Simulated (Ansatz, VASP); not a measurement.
**S in VASP and in Ansatz**

INCAR

```
SYSTEM = S
ALGO = Normal
EDIFF = 1E-7
ENCUT = 520
GGA = PE
ISIF = 2
ISMEAR = -1
LASPH = .True.
LCHARG = .True.
LELF = .True.
LREAL = .False.
LVHAR = .True.
LWAVE = .False.
NBANDS = 13
NELM = 100
PREC = Accurate
SIGMA = 0.08
```

File KPOINTS:

```
k-points
0
Gamma
  13 13 13
  0 0 0
```

File POSCAR:

```
S
1.0
    0.0000000000      2.7420575196      2.7420575196
    2.7420575196      0.0000000000      2.7420575196
    2.7420575196      2.7420575196      0.0000000000
S
2
Direct
   -0.1250000000     -0.1250000000     -0.1250000000
    0.1250000000      0.1250000000      0.1250000000
```

Input for Ansatz:

```yaml
crystal:
  lattice:
    - [0.0, 2.7420575196, 2.7420575196]
    - [2.7420575196, 0.0, 2.7420575196]
    - [2.7420575196, 2.7420575196, 0.0]
  atoms:
    - { symbol: S, position: [-0.125, -0.125, -0.125] }
    - { symbol: S, position: [0.125, 0.125, 0.125] }
kpoints:
  mp_grid: { grid: [13, 13, 13] }
scf:
  occupations: { method: fermi_dirac, width: 0.08 }
hamiltonian:
  xc: pbe
  pseudopotentials: { kind: all_electron, lapw: { basis_error: 0.001 } }
output:
  forces: true
  stress: true
  eigenvalues: true
  populations: true
```

Change from the starting cell: volume scaled by 0.85, LAPW.

Alike in both runs: task single point; functional PBE; k mesh 13 × 13 × 13; occupations fermi-dirac, width 0.08 eV; no spin polarisation.

|  | VASP | Ansatz |
| --- | --- | --- |
| version | VASP 6.6.1 | Ansatz 0.2.0 |
| potentials or method | VASP PAW PBE potentials, release 64 (S) | all-electron LAPW, scalar-relativistic |
| plane-wave cutoff (eV) | 520 | see its input |

```csv
,VASP,Ansatz,Ansatz less VASP
pressure (GPa),9.3,9.5,+0.14
```

Ansatz ran all-electron here, so the differences hold the error of VASP's frozen core and of both bases.
